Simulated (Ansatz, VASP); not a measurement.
# One calculation of Ta, two programs

Contents of INCAR:

```
ALGO = Normal
EDIFF = 1E-7
EDIFFG = -0.01
ENCUT = 600
GGA = PS
IBRION = 2
ISIF = 3
ISMEAR = 0
LASPH = True
LCHARG = False
LREAL = False
LWAVE = False
NELM = 100
NSW = 100
PREC = Accurate
SIGMA = 0.1
```

File KPOINTS:

```
k-points
0
Gamma
  15 15 20
```

The input POSCAR:

```
Ta
1.0
    4.5657486256      0.0000000000      0.0000000000
   -2.2828743128      3.9540542970      0.0000000000
    0.0000000000      0.0000000000      2.6698546421
Ta
2
Direct
    0.3333333333      0.6666666667      0.0000000000
    0.6666666667      0.3333333333      0.0000000000
```

Input for Ansatz:

```yaml
crystal:
  lattice:
    - [4.5657486256, 0.0, 0.0]
    - [-2.2828743128, 3.954054297, 0.0]
    - [0.0, 0.0, 2.6698546421]
  atoms:
    - { symbol: Ta, position: [0.3333333333, 0.6666666667, 0.0] }
    - { symbol: Ta, position: [0.6666666667, 0.3333333333, 0.0] }
basis:
  ecutwfc: 420
kpoints:
  mp_grid: { grid: [15, 15, 20] }
hamiltonian:
  xc: pbesol
scf:
  occupations: { method: gaussian, width: 0.1 }
output:
  forces: true
  stress: true
  eigenvalues: true
relax:
  adjacent_minimum: "off"
  f_tol: 0.01
  max_steps: 80
  cell: { stress_tol: 0.05 }
```

Alike in both runs: task relaxation of cell and atoms; functional PBEsol; k mesh 15 × 15 × 20; occupations gaussian, width 0.1 eV; no spin polarisation.

|  | VASP | Ansatz |
| --- | --- | --- |
| version | VASP 6.6.1 | Ansatz 0.2.0 |
| potentials or method | VASP PAW PBE potentials, release 64 (Ta_pv) | scalar-relativistic, plane waves, PAW |
| plane-wave cutoff (eV) | 600 | 420 |
| valence electrons in the cell | 22 | 26 |

Ansatz gave:

- gap on the k mesh at the Fermi level, each at its own relaxed structure (eV): none
- relaxed volume (Å³/atom): 24.14
- relaxed cell length with the largest relative difference (Å): 4.575

Task: Estimate VASP's values.

Result: gap on the k mesh at the Fermi level, each at its own relaxed structure (eV): none; relaxed volume (Å³/atom): 24.18; relaxed cell length with the largest relative difference (Å): 4.577.

A gap of «none» marks a metal or a gap that the smearing closes. The two sets of potentials don't hold the same shells in valence.

Caveats: the PAW data sets were made with another functional, which shifts forces and pressure a little (VASP). The runs have no spin-orbit coupling, so splittings on Ta are missing.
